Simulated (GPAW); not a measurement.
Crystal: HfC.

```
Hf C
1.0
     0.00000    2.32500    2.32500
     2.32500    0.00000    2.32500
     2.32500    2.32500    0.00000
Hf C
1 1
Direct
  0.50000 0.50000 0.50000
  0.00000 0.00000 0.00000
```

Program: GPAW 26.7.0. Alike in all runs: task single point; no spin polarisation; cell as given; k mesh 10 × 10 × 10; cutoff (eV) 800; smearing fermi-dirac 0.05 eV.

Problem. Order these runs on this cell by their pressure, lowest first.
A. level revPBE; potentials or basis the program's PAW data sets (release 1.2.1) made for this functional, pw
B. level LDA; potentials or basis the program's PAW data sets (release 1.2.1) made for this functional, pw
C. level AM05; potentials or basis PAW data sets generated in the run's folder for this functional, pw
D. level BLYP; potentials or basis PAW data sets generated in the run's folder for this functional, pw; eigensolver davidson

Solution. B (-11.3 GPa), C (-6.1 GPa), A (4.5 GPa), D (7.5 GPa).

Runs at the PBE level aren't shown here.
